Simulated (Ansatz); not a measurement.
Here is an Ansatz 0.2.0 calculation.

File input.yaml:

```yaml
crystal:
  lattice:
    - [4.26, 0.0, 0.0]
    - [0.0, 4.26, 0.0]
    - [0.0, 0.0, 4.26]
  atoms:
    - { symbol: Cu, position: [0.75, 0.25, 0.75] }
    - { symbol: Cu, position: [0.75, 0.75, 0.25] }
    - { symbol: Cu, position: [0.25, 0.75, 0.75] }
    - { symbol: Cu, position: [0.25, 0.25, 0.25] }
    - { symbol: O, position: [0.5, 0.5, 0.5] }
    - { symbol: O, position: [0.0, 0.0, 0.0] }
hamiltonian:
  xc: pbe
  pseudopotentials: { kind: paw, source: ansatz }
kpoints:
  mp_grid: { grid: [6, 6, 6] }
  band_path:
    path:
      - [[0.0, 0.0, 0.0], [0.0, 0.5, 0.0], [0.5, 0.5, 0.0], [0.0, 0.0, 0.0], [0.5, 0.5, 0.5], [0.0, 0.5, 0.0]]
      - [[0.5, 0.5, 0.0], [0.5, 0.5, 0.5]]
    npoints: 14
scf:
  occupations: { method: fermi_dirac, width: 0.05 }
  n_extra_bands: 15
output:
  forces: true
  stress: true
  eigenvalues: true
  fatbands: false
```

Potentials or basis: Ansatz PAW earlier set.

Command:

```sh
$ ansatz run input.yaml --threads 2 --pin off --max-ram 5632MiB --backend cpu --events-out ev --progress --plain --runs-dir out
```

Task: What does it give for the band gap on the k mesh?

Result: 0.54 eV, direct.

Task: Estimate the pressure.

Result: 3.2 GPa.

Task: What does it give for the band gap along the path?

Result: 0.54 eV, direct.

Levels at the corners of the path, in eV from the valence-band top:
```
point  band 41  band 42  band 43  band 44  band 45  band 46  band 47  band 48
    Γ    -1.56     0.00     0.00     0.00     0.54     1.21     1.21     7.91
    X    -1.20    -1.20    -0.39    -0.39     2.25     2.25     4.21     4.21
    M    -1.21    -1.21    -0.66    -0.66     1.90     1.90     3.83     3.83
    Γ    -1.56     0.00     0.00     0.00     0.54     1.21     1.21     7.91
    R    -0.98    -0.57    -0.57    -0.57     2.42     2.42     2.42     4.87
    X    -1.20    -1.20    -0.39    -0.39     2.25     2.25     4.21     4.21
    M    -1.21    -1.21    -0.66    -0.66     1.90     1.90     3.83     3.83
    R    -0.98    -0.57    -0.57    -0.57     2.42     2.42     2.42     4.87
```

**Experimental background.**

From “Importance of surface oxygen vacancies for ultrafast hot carrier relaxation and transport in Cu2O”, 2021, arxiv:2103.03167, for a bulk crystal of Cu2O: band gap 2.17 eV (direct).

A measured gap of Cu2O is 2.17 eV (direct; quoted in “Importance of surface oxygen vacancies for ultrafast hot carrier relaxation and transport in Cu2O”, 2021, arxiv:2103.03167); the calculated 0.54 eV misses it by -1.63 eV. So large a miss can be the level of theory's own, or it may mean another phase, state or a wrong row. The value is that of PBE, without temperature or zero-point motion. Semilocal functionals fall short of measured gaps as a rule.
